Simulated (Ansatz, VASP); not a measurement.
# One calculation of SiC, two programs

File INCAR:

```
SYSTEM = SiC
PREC = Accurate
ENCUT = 520
EDIFF = 1E-7
ISMEAR = -1
SIGMA = 0.05
LREAL = .FALSE.
LASPH = .TRUE.
NELM = 60
ALGO = Normal
ISIF = 2
LWAVE = .FALSE.
LCHARG = .TRUE.
GGA = PE
LELF = .TRUE.
LVHAR = .TRUE.
NBANDS = 11
```

The input KPOINTS:

```
Automatic mesh
0
G
  15 15 15
  0 0 0
```

Contents of POSCAR:

```
SiC
1.0
    0.0000000000      2.0985052732      2.0985052732
    2.0985052732      0.0000000000      2.0985052732
    2.0985052732      2.0985052732      0.0000000000
Si C
1 1
Direct
    0.0000000000      0.0000000000      0.0000000000
    0.2500000000      0.2500000000      0.2500000000
```

Input for Ansatz:

```yaml
crystal:
  lattice:
    - [0.0, 2.0985052732, 2.0985052732]
    - [2.0985052732, 0.0, 2.0985052732]
    - [2.0985052732, 2.0985052732, 0.0]
  atoms:
    - { symbol: Si, position: [0.0, 0.0, 0.0] }
    - { symbol: C, position: [0.25, 0.25, 0.25] }
kpoints:
  mp_grid: { grid: [15, 15, 15] }
scf:
  occupations: { method: fermi_dirac, width: 0.05 }
hamiltonian:
  xc: pbe
  pseudopotentials: { kind: all_electron, lapw: { basis_error: 0.001 } }
output:
  forces: true
  stress: true
  eigenvalues: true
  populations: true
```

Change from the starting cell: volume scaled by 0.88, LAPW.

Alike in both runs: task single point; functional PBE; k mesh 15 × 15 × 15; occupations fermi-dirac, width 0.05 eV; no spin polarisation.

|  | VASP | Ansatz |
| --- | --- | --- |
| version | VASP 6.6.1 | Ansatz 0.2.0 |
| potentials or method | VASP PAW PBE potentials, release 64 (Si, C) | all-electron LAPW, scalar-relativistic |
| plane-wave cutoff (eV) | 520 | see its input |

```csv
,VASP,Ansatz,Ansatz less VASP
pressure (GPa),34.7,34.8,+0.08
```

Ansatz ran all-electron here, so the differences hold the error of VASP's frozen core and of both bases.

Caveats: so large a pressure means that the cell lies far from this level's equilibrium, or that cutoff or potentials fall short (VASP); an odd mesh through Γ misses points on the zone boundary, where band edges often lie.
